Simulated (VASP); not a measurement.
**VASP 6.6.1 run: MgS**

INCAR

```
IBRION = 1
NSW = 40
LASPH = .TRUE.
ENCUT = 600
NBANDS = 11
SIGMA = 0.02
ISMEAR = -1
NELM = 56
EDIFFG = -5E-3
EDIFF = 1E-7
GGA = CA
PREC = Accurate
ISIF = 3
LCHARG = .FALSE.
LWAVE = .FALSE.
LREAL = .FALSE.
```

KPOINTS

```
KPOINTS created by Atomic Simulation Environment
0
Gamma
8 8 8
0 0 0
```

POSCAR

```
Mg S
 1.0000000000000000
     0.0000000000000000    2.8484709019592778    2.8484709019592778
     2.8484709019592778    0.0000000000000000    2.8484709019592778
     2.8484709019592778    2.8484709019592778    0.0000000000000000
 Mg  S
   1   1
Cartesian
  0.0000000000000000  0.0000000000000000  0.0000000000000000
  1.4242354509796389  1.4242354509796389  1.4242354509796389
```

The recommended LDA PAW datasets give the neutral cell 8 valence electrons.

Command

```
mpirun -np 1 vasp_std
```

Problem. Predict the outcome of this run.

Solution. It converged. Results: relaxed cell vector lengths 3.949, 3.949, 3.949 Å; relaxed cell volume 43.54 Å³.

OSZICAR

```
N       E                     dE             d eps       ncg     rms          rms(c)
DAV:   1     0.250812098833E+02    0.25081E+02   -0.37448E+03   646   0.642E+02
DAV:   2    -0.783883794200E+01   -0.32920E+02   -0.31298E+02   776   0.105E+02
DAV:   3    -0.991117342750E+01   -0.20723E+01   -0.20693E+01   787   0.277E+01
DAV:   4    -0.992828580661E+01   -0.17112E-01   -0.17110E-01   758   0.305E+00
DAV:   5    -0.992850339662E+01   -0.21759E-03   -0.21759E-03   805   0.347E-01    0.398E+00
DAV:   6    -0.942007118391E+01    0.50843E+00   -0.13105E+00   713   0.411E+00    0.294E+00
DAV:   7    -0.937016013860E+01    0.49911E-01   -0.22490E-01   772   0.182E+00    0.219E+00
DAV:   8    -0.936594109984E+01    0.42190E-02   -0.15456E-02   737   0.723E-01    0.117E+00
DAV:   9    -0.936494894386E+01    0.99216E-03   -0.22753E-03   755   0.232E-01    0.389E-01
DAV:  10    -0.936496975627E+01   -0.20812E-04   -0.66481E-05   740   0.439E-02    0.142E-01
...
DAV:   5    -0.939418975413E+01    0.15078E-04   -0.10663E-05   734   0.167E-02    0.104E-02
DAV:   6    -0.939418960928E+01    0.14485E-06   -0.37139E-07   740   0.370E-03    0.565E-03
DAV:   7    -0.939418959447E+01    0.14809E-07   -0.14602E-08   412   0.776E-04
   3 F= -.93941896E+01 E0= -.93941896E+01  d E =-.900920E-03
       N       E                     dE             d eps       ncg     rms          rms(c)
DAV:   1    -0.939420467305E+01   -0.15064E-04   -0.21720E-04   674   0.723E-02    0.259E-02
DAV:   2    -0.939419340400E+01    0.11269E-04   -0.32306E-05   668   0.229E-02    0.844E-03
DAV:   3    -0.939419247163E+01    0.93237E-06   -0.57469E-06   748   0.107E-02    0.659E-03
DAV:   4    -0.939419244479E+01    0.26843E-07   -0.43118E-08   409   0.140E-03
   4 F= -.93941924E+01 E0= -.93941924E+01  d E =-.285031E-05
```

Standard output (part)

```
POSCAR found type information on POSCAR MgS
 POSCAR found :  2 types and       2 ions
 LDA part: xc-table for (Slater(with rela. corr.)+CA(PZ))
 , standard interpolation
 POSCAR, INCAR and KPOINTS ok, starting setup
 WAVECAR not read
 entering main loop
 BRION: g(F)=  0.212E-51 g(S)=  0.663E-01
 bond charge predicted
 BRION: g(F)=  0.203E-53 g(S)=  0.227E-02 retain N=  1 mean eig= 0.85
 eig:   0.847
 bond charge predicted
 BRION: g(F)=  0.102E-51 g(S)=  0.849E-05 retain N=  1 mean eig= 0.80
 eig:   0.798
 bond charge predicted
 BRION: g(F)=  0.141E-50 g(S)=  0.450E-07 retain N=  1 mean eig= 0.74
 eig:   0.744
 reached required accuracy - stopping structural energy minimisation
```

| ionic step | ΔE (meV/atom) | volume (Å³) | largest force (eV/Å) | pressure (GPa) | electronic steps |
| --- | --- | --- | --- | --- | --- |
| 1 | 0.0 | 46.22 | 0.000 | -3.32 | 13 |
| 2 | -14.2 | 43.10 | 0.000 | 0.66 | 9 |
| 3 | -14.6 | 43.57 | 0.000 | -0.04 | 7 |
| 4 | -14.6 | 43.54 | 0.000 | 0.00 | 4 |

For comparison, a separate LDA relaxation on usual settings, not on those above, ends at 43.54 Å³.
